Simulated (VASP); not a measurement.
Here is a VASP 6.6.1 calculation.

File POSCAR:

```
GaAs
1.0
    0.0000000000      2.8330831934      2.8330831934
    2.8330831934      0.0000000000      2.8330831934
    2.8330831934      2.8330831934      0.0000000000
Ga As
1 1
Direct
    0.0000000000      0.0000000000      0.0000000000
    0.2500000000      0.2500000000      0.2500000000
```

Contents of INCAR.step1:

```
PREC = Accurate
ENCUT = 520
EDIFF = 1E-5
ISMEAR = 0
SIGMA = 0.01
LREAL = F
LASPH = T
NELM = 80
ALGO = Normal
ISIF = 2
LWAVE = T
LCHARG = F
GGA = PE
NBANDS = 16
```

The input INCAR.step2:

```
PREC = Accurate
ENCUT = 520
EDIFF = 1E-6
ISMEAR = 0
SIGMA = 0.01
LREAL = F
LASPH = T
NELM = 80
ALGO = Normal
ISIF = 2
LWAVE = F
LCHARG = F
GGA = PE
LHFCALC = T
HFSCREEN = 0.2079
PRECFOCK = Normal
ISTART = 1
NBANDS = 16
```

The input KPOINTS:

```
regular mesh
0
Gamma
  4 4 4
```

Potentials or basis: VASP PAW PBE potentials, release 64 (Ga_d, As).

The run is started by

```bash
$ cat potpaw_PBE.64/Ga_d/POTCAR potpaw_PBE.64/As/POTCAR > POTCAR
$ cp INCAR.step1 INCAR
$ mpirun -np 1 vasp_std > vasp.out
$ cp INCAR.step2 INCAR
$ mpirun -np 1 vasp_std > vasp.out
```

Q: Estimate the band gap on the k mesh.

A: 1.41 eV, direct.

Q: Estimate the pressure.

A: 0.8 GPa.

Caveat: the k mesh is coarse (spacing up to 0.48 Å⁻¹), so the values aren't converged, least of all with exact exchange; the PAW data sets were made with another functional, which shifts forces and pressure a little. A k mesh can miss the band edges.
